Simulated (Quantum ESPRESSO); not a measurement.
Crystal: HfO2.

```
Hf O
1.0
     0.00000    2.55750    2.55750
     2.55750    0.00000    2.55750
     2.55750    2.55750    0.00000
Hf O
1 2
Direct
  0.00000 0.00000 0.00000
  0.75000 0.75000 0.75000
  0.25000 0.25000 0.25000
```

Measurements of this composition are mostly on another form, of space group No. 14.

| Quantity | Value |
| --- | --- |
| Program | Quantum ESPRESSO 7.5 |
| Task | Hubbard U by linear response |
| Functional | PBE |
| Potentials or basis | JTH 2.0 PBE |
| Cutoff | 490 eV |
| Density cutoff | 2939 eV |
| k mesh | 6 × 6 × 6 |
| Occupations | fermi-dirac, width 0.05 eV |
| Spin | no spin polarisation |
| Hubbard terms | Hf d U = 4 eV |
| Start of the occupations | default |
| Hubbard projectors | ortho-atomic |
| Mixing beta | 0.3 |
| Most SCF iterations | 120 |
| SCF threshold | 6e-10 Ry |
| q mesh | 3 × 3 × 3 |

The first run showed a gap, so the response started from a second, tighter run with fixed occupations.

Problem. What Hubbard parameters does linear response give?

Solution. U = 2.85 eV on Hf 5d. The values belong to these projectors, potentials and this ground state, and don't carry over to other codes.

Hubbard U from linear response:
| site | manifold | U (eV) |
| --- | --- | --- |
| 1 | Hf-5d | 2.85 |
On the first site the bare response is -0.188 and the screened one -0.122 eV⁻¹.

Eigenvalues of the final occupation matrices:
```tsv
site	spin	trace	eigenvalues
Hf 1 5d	each	0.86	0.10 0.10 0.22 0.22 0.22
```

Caveat: spin-orbit coupling is left out, which moves the levels of the heavy elements.
